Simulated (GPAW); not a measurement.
# InP (F-43m) in GPAW: settings compared, part 2 of 3

GPAW 26.7.0.

## Step 3: Band structure, RPBE

run.py reads:

```python
from ase.dft.bandgap import bandgap
from ase.io import read, write
from ase.units import GPa
from gpaw import GPAW, PW

atoms = read('POSCAR')

calc = GPAW(mode=PW(600),
            xc='RPBE',
            kpts={'size': (8, 8, 8), 'gamma': True},
            occupations={'name': 'fermi-dirac', 'width': 0.05},
            nbands=18,
            convergence={'density': 1e-05, 'energy': 1e-05},
            maxiter=150,
            txt='gpaw.txt')
atoms.calc = calc
energy = atoms.get_potential_energy()
forces = atoms.get_forces()
stress = atoms.get_stress()
calc.write('gs.gpw')
write('result.traj', atoms)
print(f'Energy: {energy:.6f} eV')
print('Forces (eV/A):')
print(forces.round(4))
print('Stress (GPa):', (stress / GPa).round(3))
print('Fermi level:', round(calc.get_fermi_level(), 4), 'eV')
print(f'Gap: {bandgap(calc)[0]:.4f} eV, direct: {bandgap(calc, direct=True)[0]:.4f} eV')

path = atoms.cell.bandpath('GXWKGLUWLK,UX', npoints=60, eps=1e-4)
bs_calc = calc.fixed_density(kpts=path, symmetry='off', nbands=30,
                             convergence={'bands': 'CBM+6.0', 'eigenstates': 1e-6}, txt='bands.txt')
bs = bs_calc.band_structure()
bs.write('bs.json')
print(f'Gap on the path: {bandgap(bs_calc)[0]:.4f} eV')
```

POSCAR reads:

```
InP
1.0
    0.0000000000      2.9305000000      2.9305000000
    2.9305000000      0.0000000000      2.9305000000
    2.9305000000      2.9305000000      0.0000000000
In P
1 1
Direct
    0.0000000000      0.0000000000      0.0000000000
    0.7500000000      0.7500000000      0.7500000000
```

Potentials or basis: the program's PAW data sets (release 1.2.1) made for this functional, pw.

Started as:

```
OMP_NUM_THREADS=1 python run.py
```

It took 46 s on 1 thread of Arm Neoverse V1, shared host; peak memory 0.25 GiB.

Results (log left out):

```yaml
Free_energy: -7.9205 eV
Pressure: 4.9 GPa
Band_gap_on_the_k_mesh: 0.85 eV, direct
Band_gap_along_the_path: 0.85 eV, direct
```

Levels at the corners of the path, in eV from the valence-band top:
| point | band 6 | band 7 | band 8 | band 9 | band 10 | band 11 | band 12 | band 13 |
| --- | --- | --- | --- | --- | --- | --- | --- | --- |
| Γ | -11.49 | 0.00 | 0.00 | 0.00 | 0.85 | 4.12 | 4.12 | 4.12 |
| X | -9.12 | -5.70 | -2.32 | -2.32 | 1.88 | 2.37 | 9.37 | 9.64 |
| W | -9.04 | -5.55 | -2.93 | -2.89 | 4.39 | 4.42 | 5.64 | 6.32 |
| K | -9.13 | -5.56 | -3.27 | -1.94 | 2.47 | 4.46 | 7.54 | 7.65 |
| Γ | -11.49 | 0.00 | 0.00 | 0.00 | 0.85 | 4.12 | 4.12 | 4.12 |
| L | -9.77 | -5.68 | -0.97 | -0.97 | 1.61 | 4.85 | 4.85 | 7.28 |
| U | -9.13 | -5.56 | -3.27 | -1.94 | 2.47 | 4.46 | 7.54 | 7.65 |
| W | -9.04 | -5.55 | -2.93 | -2.89 | 4.39 | 4.42 | 5.64 | 6.32 |
| L | -9.77 | -5.68 | -0.97 | -0.97 | 1.61 | 4.85 | 4.85 | 7.28 |
| K | -9.13 | -5.56 | -3.27 | -1.94 | 2.47 | 4.46 | 7.54 | 7.65 |
| U | -9.13 | -5.56 | -3.27 | -1.94 | 2.47 | 4.46 | 7.54 | 7.65 |
| X | -9.12 | -5.70 | -2.32 | -2.32 | 1.88 | 2.37 | 9.37 | 9.64 |

Caveat: spin-orbit coupling is left out, which moves the levels of the heavy elements.

## Step 4: Band structure, revPBE

Edit run.py of step 3 so:

```diff
@@ -5,6 +5,6 @@
 
-atoms = read('POSCAR')
+atoms = read('InP.xyz')
 
 calc = GPAW(mode=PW(600),
-            xc='RPBE',
+            xc='revPBE',
             kpts={'size': (8, 8, 8), 'gamma': True},
@@ -28,3 +28,3 @@
 
-path = atoms.cell.bandpath('GXWKGLUWLK,UX', npoints=60, eps=1e-4)
+path = atoms.cell.bandpath('GXWKGLUWLK,UX', npoints=80, eps=1e-4)
 bs_calc = calc.fixed_density(kpts=path, symmetry='off', nbands=30,
```

InP.xyz reads:

```xyz
2
Lattice="0.0000000000 2.9305000000 2.9305000000 2.9305000000 0.0000000000 2.9305000000 2.9305000000 2.9305000000 0.0000000000" Properties=species:S:1:pos:R:3 pbc="T T T"
In     0.0000000000      0.0000000000      0.0000000000
P      4.3957500000      4.3957500000      4.3957500000
```

Potentials or basis: the program's PAW data sets (release 1.2.1) made for this functional, pw.

Started as:

```
OMP_NUM_THREADS=1 python run.py
```

gpaw.txt:

```text
__  _  _
 | _ |_)|_||  |
 |__||  | ||/\| - 26.7.0

Input parameters:
  mode=PW(ecut=600.0),
  convergence={'density': 1e-05, 'energy': 1e-05},
  kpts=MonkhorstPack(size=(8, 8, 8), gamma=True),
  maxiter=150,
  nbands=18,
  occupations=Occupations(name='fermi-dirac', width=0.05),
  xc=XC(name='revPBE')

Diagonalizing LCAO Hamiltonian
Converting LCAO to pw mode

                     P

       In

Atoms  # Å, Bohr magnetons
|   | symbol |        x |        y |        z |    initial magnetic moments |
|---|--------|----------|----------|----------|-----------------------------|
| 0 |     In | 0.000000 | 0.000000 | 0.000000 | ( 0.0000,  0.0000,  0.0000) |
| 1 |      P | 4.395750 | 4.395750 | 4.395750 | ( 0.0000,  0.0000,  0.0000) |

Unit cell  # Å
| periodic |        x |        y |        z |  lengths |    angles |
|----------|----------|----------|----------|----------|-----------|
|      yes | 0.000000 | 2.930500 | 2.930500 | 4.144353 | 60.000000 |
|      yes | 2.930500 | 0.000000 | 2.930500 | 4.144353 | 60.000000 |
|      yes | 2.930500 | 2.930500 | 0.000000 | 4.144353 | 60.000000 |

Number of symmetries: 24
Symmetry operations  # r_c * U_cc + t_c -> r_c
|    | kind |            matrix            |
|----|------|------------------------------|
|  0 |  E   |  1, 0, 0,  0, 1, 0,  0, 0, 1 |
|  1 |  σ   |  1, 0, 0,  0, 0, 1,  0, 1, 0 |
|  2 |  σ   |  1, 0,-1,  0, 1,-1,  0, 0,-1 |
|  3 |  C3  |  1, 0,-1,  0, 0,-1,  0, 1,-1 |
|  4 |  C3  |  1,-1, 0,  0,-1, 1,  0,-1, 0 |
|  5 |  σ   |  1,-1, 0,  0,-1, 0,  0,-1, 1 |
|  6 |  σ   |  0, 1, 0,  1, 0, 0,  0, 0, 1 |
|  7 |  C3  |  0, 1, 0,  0, 0, 1,  1, 0, 0 |
|  8 |  C2  |  0, 1,-1,  1, 0,-1,  0, 0,-1 |
|  9 |  S4  |  0, 1,-1,  0, 0,-1,  1, 0,-1 |
[... 139 lines left out ...]

convergence criteria:
[... 6 lines left out ...]
|iter     | |      energy | eigst |  dens |
|---------|-|-------------|-------|-------|
|iter:   1| |   -8.368595 | -0.29 |       |
|iter:   2| |   -8.292456 | -2.22 | -1.11 |
|iter:   3| |   -8.019555 | -1.74 | -1.15 |
|iter:   4| |   -8.021929 | -3.13 | -1.74 |
|iter:   5| |   -8.022566 | -3.87 | -2.22 |
|iter:   6| |   -8.022651 | -5.25 | -2.99 |
|iter:   7| |   -8.022664c| -6.24 | -3.47 |
|iter:   8| |   -8.022664c| -7.64c| -4.41 |
|iter:   9| |   -8.022664c| -7.60c| -4.97 |
|iter:  10| |   -8.022664c| -8.52c| -5.71c|

Converged in 10 steps
Energy contributions relative to reference atoms: (reference = -169287.255814)

Energy contributions:
  Kinetic:          23.774102
  Coulomb:         -21.708524
  Zero:              0.135367
  External:          0.000000
  Xc:              -10.223608
  Entropy:          -0.000002
  Spinorbit:         0.000000
  ----------------------------
  Free energy:      -8.022665
  Extrapolated:     -8.022664

dipole moment: (-16.881921, -16.881921, -16.881921)  # |e|*Ang

Fermi level: 5.426
Eigenvalues  # (at kpt = [0.000, 0.000, 0.000])
| band index |      eig [eV] | occ [0-2] |
|------------|---------------|-----------|
|          0 |        -9.124 |     2.000 |
|          1 |        -9.124 |     2.000 |
|          2 |        -9.124 |     2.000 |
|          3 |        -8.972 |     2.000 |
|          4 |        -8.972 |     2.000 |
|          5 |        -6.509 |     2.000 |
[... 10 lines left out ...]
|         16 |        16.300 |     0.000 |
|         17 |        16.300 |     0.000 |

Gap: 0.810 eV
Transition (v -> c):
  (s=0, k=0, n=8, [0.00, 0.00, 0.00]) -> (s=0, k=0, n=9, [0.00, 0.00, 0.00])
No difference between direct/indirect transitions

Forces  # eV/Ang
|        x |        y |       z |
|----------|----------|---------|
| -0.00000 |  0.00000 | 0.00000 |  # In   0
|  0.00000 | -0.00000 | 0.00000 |  # P    1

Stress tensor  # eV/Ang^3
|         x |         y |         z |
|-----------|-----------|-----------|
| -0.027466 |  0.000000 | -0.000000 |
|  0.000000 | -0.027466 | -0.000000 |
| -0.000000 | -0.000000 | -0.027466 |

# Writing to gs.gpw (mode='')
```

stdout:

```text
Energy: -8.022664 eV
Forces (eV/A):
[[-0.  0.  0.]
 [ 0. -0.  0.]]
Stress (GPa): [-4.401 -4.401 -4.401 -0.    -0.     0.   ]
Fermi level: 5.4257 eV
Gap: 0.8095 eV, direct: 0.8095 eV
Gap on the path: 0.8095 eV
```

bands.txt:

```text
Diagonalizing LCAO Hamiltonian
Converting LCAO to pw mode
convergence criteria:
- Maximum integral of absolute [eigenst]ate change: 1e-06 eV^2 / valence electron
maximum number of iterations: 150

SCF iterations
|iter     | |      energy | eigst |  dens |
|---------|-|-------------|-------|-------|
|iter:   1| |             | +0.57 |       |
[... 85 lines left out ...]
         [0.40277778, 0.40277778, 0.69444444],
         [0.38888889, 0.38888889, 0.72222222],
         [0.375     , 0.375     , 0.75      ],
         [0.625     , 0.25      , 0.625     ],
         [0.59375   , 0.1875    , 0.59375   ],
         [0.5625    , 0.125     , 0.5625    ],
         [0.53125   , 0.0625    , 0.53125   ],
         [0.5       , 0.        , 0.5       ]])),
  maxiter=150,
  nbands=30,
  occupations=Occupations(name='fermi-dirac', width=0.05),
  symmetry=Symmetry(point_group=False, time_reversal=False),
  xc=XC(name='revPBE')
```

Wall time 55 s (1 thread of Arm Neoverse V1, shared host); peak memory 0.27 GiB.

What came out:

* Free energy: -8.0227 eV
* Pressure: 4.4 GPa
* Band gap on the k mesh: 0.81 eV, direct
* Band gap along the path: 0.81 eV, direct

Levels at the corners of the path, in eV from the valence-band top:
```tsv
point	band 6	band 7	band 8	band 9	band 10	band 11	band 12	band 13
Γ	-11.50	0.00	0.00	0.00	0.81	4.10	4.10	4.10
X	-9.12	-5.71	-2.32	-2.32	1.85	2.34	9.33	9.62
W	-9.05	-5.56	-2.94	-2.90	4.36	4.41	5.62	6.29
K	-9.14	-5.57	-3.29	-1.94	2.44	4.44	7.53	7.62
Γ	-11.50	0.00	0.00	0.00	0.81	4.10	4.10	4.10
L	-9.77	-5.70	-0.98	-0.98	1.58	4.83	4.83	7.23
U	-9.14	-5.57	-3.29	-1.94	2.44	4.44	7.53	7.62
W	-9.05	-5.56	-2.94	-2.90	4.36	4.41	5.62	6.29
L	-9.77	-5.70	-0.98	-0.98	1.58	4.83	4.83	7.23
K	-9.14	-5.57	-3.29	-1.94	2.44	4.44	7.53	7.62
U	-9.14	-5.57	-3.29	-1.94	2.44	4.44	7.53	7.62
X	-9.12	-5.71	-2.32	-2.32	1.85	2.34	9.33	9.62
```

Caveat: spin-orbit coupling is left out, which moves the levels of the heavy elements.

## Step 5: Band structure, BLYP

Edit run.py of step 4 so:

```diff
@@ -2,4 +2,7 @@
 from ase.io import read, write
-from ase.units import GPa
-from gpaw import GPAW, PW
+from ase.units import Bohr, GPa
+from gpaw import GPAW, PW, setup_paths
+from gpaw.elf import elf_from_dft_calculation
+
+setup_paths.insert(0, '.')
 
@@ -8,3 +11,3 @@
 calc = GPAW(mode=PW(600),
-            xc='revPBE',
+            xc='BLYP',
             kpts={'size': (8, 8, 8), 'gamma': True},
@@ -13,2 +16,3 @@
             convergence={'density': 1e-05, 'energy': 1e-05},
+            eigensolver='davidson',
             maxiter=150,
@@ -28,3 +32,8 @@
 
-path = atoms.cell.bandpath('GXWKGLUWLK,UX', npoints=80, eps=1e-4)
+# fields on the real-space grid
+write('density.cube', atoms, data=calc.get_pseudo_density() * Bohr**3)
+write('potential.cube', atoms, data=calc.get_electrostatic_potential())
+write('elf.cube', atoms, data=elf_from_dft_calculation(calc).data)
+
+path = atoms.cell.bandpath('GXWKGLUWLK,UX', npoints=60, eps=1e-4)
 bs_calc = calc.fixed_density(kpts=path, symmetry='off', nbands=30,
```

InP.xyz is that of step 4.

Potentials or basis: PAW data sets generated in the run's folder for this functional, pw.

Started as:

```
gpaw-setup -f BLYP In P
OMP_NUM_THREADS=1 python run.py
```

Run time: 48 s. Hardware: 1 thread of Arm Neoverse V1, shared host; peak memory 0.24 GiB.

Results (log left out):

```
Free energy             : -7.2282 eV
Pressure                : 6.4 GPa
Band gap on the k mesh  : 0.60 eV, direct
Band gap along the path : 0.60 eV, direct
```

Levels at the corners of the path, in eV from the valence-band top:
```tsv
point	band 5	band 6	band 7	band 8	band 9	band 10	band 11	band 12	band 13
Γ	-13.99	-11.53	0.00	0.00	0.00	0.60	4.08	4.08	4.08
X	-13.95	-9.17	-5.78	-2.31	-2.31	1.89	2.33	9.22	9.50
W	-13.97	-9.09	-5.64	-2.90	-2.87	4.31	4.41	5.57	6.34
K	-13.97	-9.18	-5.64	-3.25	-1.93	2.44	4.41	7.50	7.61
Γ	-13.99	-11.53	0.00	0.00	0.00	0.60	4.08	4.08	4.08
L	-13.97	-9.82	-5.72	-0.97	-0.97	1.47	4.85	4.85	7.24
U	-13.97	-9.18	-5.64	-3.25	-1.93	2.44	4.41	7.50	7.61
W	-13.97	-9.09	-5.64	-2.90	-2.87	4.31	4.41	5.57	6.34
L	-13.97	-9.82	-5.72	-0.97	-0.97	1.47	4.85	4.85	7.24
K	-13.97	-9.18	-5.64	-3.25	-1.93	2.44	4.41	7.50	7.61
U	-13.97	-9.18	-5.64	-3.25	-1.93	2.44	4.41	7.50	7.61
X	-13.95	-9.17	-5.78	-2.31	-2.31	1.89	2.33	9.22	9.50
```

Caveat: spin-orbit coupling is left out, which moves the levels of the heavy elements.

[end of part 2 of 3]
